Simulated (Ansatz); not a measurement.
Crystal: ZrS.

```xyz
2
Lattice="0.0000 2.6250 2.6250 2.6250 0.0000 2.6250 2.6250 2.6250 0.0000" Properties=species:S:1:pos:R:3 pbc="T T T"
Zr    0.0000    0.0000    0.0000
S     2.6250    2.6250    2.6250
```

- Program: Ansatz 0.2.0
- Task: relaxation of cell and atoms
- Functional: BLYP
- Potentials or basis: all-electron LAPW, scalar-relativistic
- Basis error allowed: 0.001 eV/atom
- k mesh: 9 × 9 × 9
- Occupations: fermi-dirac, width 0.05 eV
- Spin: no spin polarisation

At the start: volume 18.09 Å³/atom.

Question: How do energy, volume and symmetry change on relaxing?

Answer: Over 5 steps the energy falls by 12.9 meV/atom and the volume is 18.88 Å³/atom (+4.4 %); space group Fm-3m (No. 225, to 0.05 Å).

The path:
```csv
step,energy change (eV),largest force (eV/Å),volume (Å³)
1,0.0000,0.0000,36.18
2,-0.0190,0.0000,38.63
3,-0.0258,0.0000,37.83
4,-0.0259,0.0000,37.76
5,-0.0259,0.0000,37.76
```

Final structure:
```cif
data_structure
_symmetry_space_group_name_H-M 'P 1'
_symmetry_Int_Tables_number 1
_cell_length_a 3.7659
_cell_length_b 3.7659
_cell_length_c 3.7659
_cell_angle_alpha 60.000
_cell_angle_beta 60.000
_cell_angle_gamma 60.000
_cell_volume 37.76
loop_
_atom_site_label
_atom_site_type_symbol
_atom_site_fract_x
_atom_site_fract_y
_atom_site_fract_z
_atom_site_occupancy
Zr1 Zr 0.00000 0.00000 0.00000 1
S1 S 0.50000 0.50000 0.50000 1
```
